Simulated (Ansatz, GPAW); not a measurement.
# Geometry or basis: what sets the conductance of a Ag chain with one C atom in line, part 4 of 4

How well does a Ag chain with one C atom in line conduct once its atoms have relaxed, and how much do cheaper levels lose?

GPAW 26.7.0 and Ansatz 0.2.0; Ansatz plane waves; relaxation of the junction with the lead ends held; PAW set soft_1 (the session's first sound run).

So far, transmission at the Fermi level (one spin): step 3 (plane waves, PBE) 0.725; step 5 (single-zeta polarised basis, PBE, GPAW) 0.726; step 6 (minimal basis, PBE, GPAW) 0.732; step 7 (revPBE in the dzp basis: xc = "revPBE") 0.717; step 8 (without the relaxation: geometry = "as built", PBE, GPAW) 0.728.

## Step 10: Comparison (continued)

Ladder, by row:

```
      step    code  T at the Fermi level (sum over the listed spins)  conductance (G0)  r.m.s. T(E) from the first  wall time (s)  peak memory (GiB)  threads
    pw-pbe  Ansatz                                            0.7247            0.7094                           0          97.69              4.361        4
       dzp    GPAW                                            0.7215            0.7034                     0.06683          96.73               1.43        1
       szp    GPAW                                            0.7258            0.6993                     0.08467          54.91               1.36        1
        sz    GPAW                                            0.7315            0.7068                     0.08206          44.27               1.31        1
dzp-revPBE    GPAW                                            0.7166            0.6972                     0.03729          96.43               1.42        1
   asbuilt    GPAW                                            0.7281            0.7267                      0.1472           96.8               1.43        1
```

Table of transmission, zone mean, sum over the listed spins by energy, zero at the Fermi level:

```
energy (eV)  pw-pbe      dzp      szp       sz  dzp-revPBE  asbuilt
    -2.0000  8.8e-4  0.00265  0.00193  0.00354     0.00170   0.0184
    -1.7500       0   6.3e-5   5.5e-5  0.00113      3.2e-5   6.5e-4
    -1.5000       0   1.2e-8   2.9e-9   2.7e-5      1.3e-8   1.9e-8
    -1.2500       0   1.2e-8   2.8e-9  4.1e-13      1.2e-8   2.0e-8
    -1.0000   0.860    0.889    0.701    0.741       0.862    0.811
    -0.8500   0.841    0.864    0.784    0.793       0.850    0.830
    -0.8250   0.834    0.857    0.785    0.792       0.844    0.829
    -0.7500   0.805    0.827    0.773    0.774       0.818    0.819
    -0.5000   0.717    0.728    0.693    0.694       0.725    0.777
    -0.2500   0.706    0.712    0.694    0.700       0.707    0.777
     0.0000   0.725    0.721    0.726    0.732       0.717    0.728
     0.2500   0.296    0.311    0.299    0.295       0.313    0.617
     0.5000   0.326    0.331    0.312    0.320       0.330    0.508
     0.7500   0.311    0.311    0.293    0.304       0.310    0.435
     1.0000   0.312    0.311    0.293    0.306       0.310    0.389
     1.2500   0.329    0.328    0.310    0.324       0.327    0.356
     1.5000   0.358    0.358    0.340    0.354       0.357    0.328
     1.7500   0.396    0.398    0.379    0.392       0.399    0.302
     2.0000   0.441    0.446    0.425    0.435       0.449    0.278
```

## Step 11: Other settings

One more run, with changed settings.

This step: GPAW LCAO, PAW setups; Landauer transmission from Green's functions with principal layers (ASE), zero bias (GPAW 26.7.0).

The input, run.py:

```python
import json
import numpy as np
from ase import Atoms
from ase.transport.calculators import TransportCalculator
from gpaw import GPAW, FermiDirac
from gpaw.lcao.tools import get_lcao_hamiltonian
from scipy.linalg import eigh

# The junction with lead layers at both ends, along the third cell vector
device = Atoms(
    ['Ag', 'Ag', 'Ag', 'Ag', 'Ag', 'Ag', 'Ag', 'C', 'Ag', 'Ag', 'Ag', 'Ag', 'Ag', 'Ag', 'Ag'],
    positions=[
        [4.50000, 4.50000, 1.33000],
        [4.50000, 4.50000, 3.99000],
        [4.50000, 4.50000, 6.65000],
        [4.50000, 4.50000, 9.31000],
        [4.50000, 4.50000, 11.97000],
        [4.25446, 3.87041, 14.63900],
        [4.51237, 4.70918, 17.22748],
        [4.74394, 4.74369, 19.20728],
        [4.70009, 4.52703, 21.18809],
        [3.83044, 4.37564, 23.77414],
        [4.50000, 4.50000, 26.43840],
        [4.50000, 4.50000, 29.09840],
        [4.50000, 4.50000, 31.75840],
        [4.50000, 4.50000, 34.41840],
        [4.50000, 4.50000, 37.07840]],
    cell=[[9.0, 0.0, 0.0], [0.0, 9.0, 0.0], [0.0, 0.0, 38.4084]],
    pbc=True)

# One principal layer of the lead: the first 4 atoms of the device
lead = Atoms(
    ['Ag', 'Ag', 'Ag', 'Ag'],
    positions=[
        [4.50000, 4.50000, 1.33000],
        [4.50000, 4.50000, 3.99000],
        [4.50000, 4.50000, 6.65000],
        [4.50000, 4.50000, 9.31000]],
    cell=[[9.0, 0.0, 0.0], [0.0, 9.0, 0.0], [0.0, 0.0, 10.64]],
    pbc=True)

settings = dict(mode='lcao', basis='dzp', xc='PBE', h=0.2,
                occupations=FermiDirac(0.1), maxiter=5,
                mixer=dict(beta=0.1, nmaxold=8, weight=100.0),
                convergence=dict(density=0.0001))
energies = np.arange(-2, 2 + 1e-9, 0.025)
eta = 0.0001
n1, n2 = 1, 1
# k and -k transmit alike, so half of the mesh across the current serves
mesh = [(i, j) for i in range(n1) for j in range(n2) if (i, j) <= (-i % n1, -j % n2)]
weights = np.array([1 if (i, j) == (-i % n1, -j % n2) else 2 for i, j in mesh]) / (n1 * n2)

# [... helper functions left out ...]
fermi_lead = ground_state(lead, (1, 1, 11), 'lead.txt')
fermi_device = ground_state(device, (1, 1, 2), 'device.txt')
# [... loop over the mesh left out, but for ...]
        # Shift the lead onto the potential of the device's first layer
        shift = ((H[:, 0, 0] - H0[:, 0, 0]) / S0[0, 0]).real.mean()
# [...]
kT = 8.617333e-5 * 300
bias = [0.1, 0.2, 0.5, 1.0, 1.5, 2.0]
# [... integrals and printing left out ...]
```

Command:

```sh
$ OMP_NUM_THREADS=1 OPENBLAS_NUM_THREADS=1 python run.py
```

Log:

```text
gpaw.KohnShamConvergenceError
```

It took 8.1 s on 1 thread of Arm Neoverse V2, shared host; peak memory 0.46 GiB.

The run stopped without converging, so none of its numbers is a property of the system.

The fault put into the input: too few SCF iterations (maxiter = 5).

## Step 12: Summary of results

```json
{"conductance": "0.703 G₀", "transmission at the Fermi level, mean of the spins": "0.721"}
```

**Reading.** In the dzp basis the junction conducts 0.703 G₀ at 300 K, with T = 0.721 a spin at the Fermi level; the sz basis reaches that conductance within 10 %. Relaxation moved atoms by up to 0.68 Å and took the conductance from 0.727 to 0.703 G₀, as a ratio a larger change than the step from dzp to the minimal basis. Plane waves (PBE) give T = 0.725 there. At the Fermi level one eigenchannel carries the current (0.72). Measured against the first run (pw-pbe), the nearest curve is that of dzp-revPBE (r.m.s. 0.037) and the farthest that of asbuilt (0.15). Over the compared runs wall time goes from 44 s (sz) to 98 s (pw-pbe), on a shared host; the plane-wave run used 4 threads and the orbital runs 1. The leads kept an estimated spacing and the cell its length, so the junction may be under some tension or compression. An evenly spaced straight chain is an idealisation: free chains tend to dimerise, zigzag or, where a band edge lies near the Fermi level, turn magnetic. The currents use the zero-bias T(E) throughout, which holds only while the bias is small against the distance to the nearest feature. The thermopower isn't quoted: it samples T(E) farther from the Fermi level than the conductance does, and the energy grid wasn't tested for it.

[Logs are printed without paths, hosts, clocks, repeated set-up lines and the standing remarks that a program may print on its own settings, such as how far it seeks lower states.]

[Hosts, paths, dates, database ids (printed as entryN), source tags and the programs' standing remarks are cut or masked in the printed files.]
